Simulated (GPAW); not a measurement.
# Ta: equation of state with optB88-vdW

**What was measured.**

“Pressure effects on the electronic structure and superconductivity of (TaNb)0.67(HfZrTi)0.33 high entropy alloy”, 2019, arxiv:1910.08312 quotes, for a bulk crystal of Ta: bulk modulus 194 GPa.

Crystal: Ta.

```
Ta
1.0
    -1.65128    1.65128    1.65128
     1.65128   -1.65128    1.65128
     1.65128    1.65128   -1.65128
Ta
1
Cartesian
  0.0000 0.0000 0.0000
```

```yaml
Program: GPAW 26.7.0
Task: equation of state
Functional: optB88-vdW
Potentials_or_basis: GPAW PAW data sets (gpaw-data 1.2.1)
Cutoff: 600 eV
Basis: pw
k_mesh: 11 × 11 × 11
Occupations: fermi-dirac, width 0.05 eV
Spin: no spin polarisation
```

```json
{
 "Equilibrium volume": "18.41 Å³/atom",
 "Bulk modulus": "196 GPa",
 "Pressure derivative of the bulk modulus": "4.2 (rough: it moves with the points fitted)"
}
```

Energy against volume, from the lowest point:
| volume (Å³/atom) | energy (meV/atom) |
| --- | --- |
| 16.930 | 83.72 |
| 17.290 | 46.20 |
| 17.650 | 20.27 |
| 18.010 | 5.31 |
| 18.371 | 0.00 |
| 18.731 | 3.38 |
| 19.091 | 14.60 |

Wall time 66 s on 1 thread of Arm Neoverse V1 (shared host), peak memory 0.17 GiB.

Against the measured bulk modulus of Ta, 194 GPa (quoted in “Pressure effects on the electronic structure and superconductivity of (TaNb)0.67(HfZrTi)0.33 high entropy alloy”, 2019, arxiv:1910.08312), the calculated 196 GPa is off by +1.2 %. The fit is for a static lattice scaled at fixed shape and fixed fractional positions.

Caveat: the PAW data sets were made with another functional, which shifts forces and pressure a little. The run has no spin-orbit coupling, so splittings on Ta are missing.
